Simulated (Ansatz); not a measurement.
An Ansatz input (plane waves, PAW) for K2S that has something wrong with it:

```yaml
crystal:
  lattice:
    - [0.0, 3.7314651785, 3.7314651785]
    - [3.7314651785, 0.0, 3.7314651785]
    - [3.7314651785, 3.7314651785, 0.0]
  atoms:
    - { symbol: K, position: [0.25, 0.25, 0.25] }
    - { symbol: K, position: [0.75, 0.75, 0.75] }
    - { symbol: S, position: [0.0, 0.0, 0.0] }
basis:
  ecutwfc: 420
  ecutrho_ratio: 4
kpoints:
  mp_grid: { grid: [8, 8, 8] }
hamiltonian:
  xc: pbe
scf:
  occupations: { method: gaussian, width: 0.05 }
  max_iter: 1
output:
  forces: true
  stress: true
```

Launched as:
```sh
ansatz run input.yaml --threads 2 --pin off --max-ram 2662MiB --backend cpu --events-out ev --progress --plain --runs-dir out
```

What is wrong with it?

Too few SCF iterations. Against the sound input: scf.max_iter: 1.

What the program printed:

SCF trace (energy estimate counted from the last row):
| iteration | ΔE (eV) | density residual (eV) |
| --- | --- | --- |
| 1 | 0.000 | 4.90e-4 |

```
Error: did not converge after 1 iterations: dr2 = 4.90e-4 (threshold 1.04e-7), under the density mixer `msr1`, which `scf.mixing.algorithm: auto` chose by the deck's other keys (type `scf.mixing.algorithm: msr1` to keep it); raise `scf.max_iter`, which need not help a stalled SCF, or adjust the mixing (`scf.mixing`) or, under a smearing, its width (`scf.occupations.width`, in either direction: another width is another result); this SCF holds its density and magnetisation to the symmetry operations that it keeps, and cannot end on a state that breaks one of them: if the state sought breaks one, re-run with `crystal.symmetry.detect: false`, without `crystal.symmetry.time_reversal: true`, on a non-collinear deck whose state breaks time reversal, with `crystal.symmetry.time_reversal: false` beside it (there exact exchange or a DFT+U term alone can polarise the run; a magnetic state wants starting …
```

The run ended without convergence. It ran for 0.74 s on 2 threads of Arm Neoverse V1, with other jobs on the host, peak memory 0.31 GiB. The run before the change (PBE, 420 eV, 8×8×8 mesh) gave:

| run | P (GPa) | gap on the mesh (eV) | cell moment (μB) | largest force component (eV/Å) |
| --- | --- | --- | --- | --- |
| sound | 0.0 | 2.32 | – | 0.000 |

The chain of runs began from a cell as deposited in COD, expanded in volume.

Of that run: Kohn–Sham gaps of semilocal functionals lie under measured ones, often by a third or more.
